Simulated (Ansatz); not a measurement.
The system is Cu.

```
Cu
1.0
     2.53410    0.00000    0.00000
    -1.26705    2.19459    0.00000
     0.00000    0.00000    4.11257
Cu
2
Direct
  0.66667 0.33333 0.75000
  0.33333 0.66667 0.25000
```

This isn't the form of Cu at room conditions, which is fcc.

```yaml
Program: Ansatz 0.2.0
Task: relaxation of cell and atoms
Functional: PBEsol
Dispersion: D3(BJ)-ATM
Potentials_or_basis: Ansatz PAW
Cutoff: "420 eV (not typed: the program's choice for these potentials)"
k_mesh: 12 × 12 × 7
Occupations: fermi-dirac, width 0.05 eV
Spin: no spin polarisation
```

At the start: volume 11.44 Å³/atom.

Problem. Where does the relaxation end?

Solution. It ends after 7 steps and the volume is 10.97 Å³/atom (-4.1 %); space group P6_3/mmc (No. 194, to 0.05 Å).

Step by step:
| step | energy change (eV) | largest force (eV/Å) | volume (Å³) |
| --- | --- | --- | --- |
| 1 | 0.0000 | 0.0000 | 22.87 |
| 2 | -0.0165 | 0.0000 | 22.39 |
| 3 | -0.0221 | 0.0000 | 21.89 |
| 4 | -0.0221 | 0.0000 | 21.93 |
| 5 | -0.0212 | 0.0000 | 21.93 |
| 6 | -0.0212 | 0.0000 | 21.94 |
| 7 | -0.0213 | 0.0000 | 21.94 |

Final structure:
```yaml
crystal:
  lattice:
    - [2.49615, 0.00000, 0.00000]
    - [-1.24807, 2.16173, 0.00000]
    - [0.00000, 0.00000, 4.06529]
  atoms:
    - { symbol: Cu, position: [0.66667, 0.33333, 0.75000] }
    - { symbol: Cu, position: [0.33333, 0.66667, 0.25000] }
```

Caveat: the plane-wave basis is chosen anew once the cell has moved, so the energies of steps on either side of that aren't comparable; pairwise dispersion overbinds metals, which lowers pressure and volume; the PAW data sets come from PBE, with cores solved anew for the run's functional, which leaves a small shift of forces and pressure.
